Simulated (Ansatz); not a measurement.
Reaction (formal exchange of groups at a Te–Ge bond): `[OH][GeH2][TeH]` + `FC(F)F` → `FC(F)(F)[TeH]` + `[OH][GeH3]`

Program: Ansatz. Geometries: PBE0-D4/def2-TZVP. ΔE: electronic, gas phase. CCSD(T)/CBS is the MP2 limit (def2-TZVPP, def2-QZVPP) plus CCSD(T) − MP2 in def2-TZVPP, frozen cores. This one scheme is used for every species. Functionals use def2-TZVPP. HSE06 is defined as in plane-wave codes. def2 core potentials past Kr. For Ge, Te outer-core shells are correlated without core-valence functions, which leaves a few kJ/mol of doubt a bond. Scalar relativity is left out up to krypton. One conformer a species, not always the lowest.

`[OH][GeH2][TeH]`:

```xyz
7

O    -0.432    0.508   -1.643
Ge    0.580    0.209   -0.210
Te   -0.310   -1.765    1.155
H    -1.370    0.461   -1.442
H     1.954   -0.134   -0.792
H     0.603    1.448    0.702
H    -1.025   -0.727    2.230
```

`FC(F)F`:

Cartesian coordinates in Å:
```
F -0.065 0.412 1.244
C 0.057 -0.017 -0.011
F -0.770 -1.045 -0.188
F -0.309 0.966 -0.831
H 1.087 -0.317 -0.213
```

`FC(F)(F)[TeH]`:

```xyz
6

F    -1.308   -0.486    0.559
C    -0.230    0.283    0.417
F     0.641   -0.078    1.357
F    -0.592    1.547    0.655
Te    0.611    0.179   -1.585
H     0.878   -1.445   -1.402
```

`[OH][GeH3]`:

Cartesian coordinates in Å:
```
O 0.171 -1.361 0.034
Ge 0.087 0.413 -0.126
H -0.492 -1.710 0.633
H 1.209 0.757 -1.108
H 0.315 1.075 1.246
H -1.291 0.826 -0.678
```

Question: Is it downhill or uphill in electronic energy at CCSD(T)/CBS, and by how much? (Estimate.)

Answer: Computed: Uphill: ΔE = +32.9 kcal/mol.

Question: What do these levels give: revPBE-D4, BLYP-D4, B97M-V, HSE06-D4, revPBE, r2SCANh, HSE06, BHLYP, CAM-B3LYP, HF/def2-SVP, MP2/def2-TZVPP, MP2/CBS(def2)? (Best estimate.)

Answer: The calculation gave: revPBE-D4 30.2, BLYP-D4 29.9, B97M-V 29.5, HSE06-D4 33.7, revPBE 31.3, r2SCANh 32.7, HSE06 33.6, BHLYP 34.2, CAM-B3LYP 31.3, HF/def2-SVP 39.2, MP2/def2-TZVPP 35.0, MP2/CBS(def2) 34.8 kcal/mol.

Largest T1 diagnostic among the species: 0.012.

From BLYP to BHLYP (50 % exact exchange), in def2-TZVPP and without D4, ΔE moves by +4.0 kcal/mol. Leaving LDA and LC-ωPBE aside and taking each functional with its dispersion term where it has one, the values, not all of them listed here, spread over 5.6 kcal/mol, from B97M-V to PBE-QIDH. LDA lies −0.8 kcal/mol from PBE without D4. At CCSD(T), def2-SVP lies +1.5 kcal/mol from the extrapolated value and def2-TZVPP +0.2 kcal/mol.
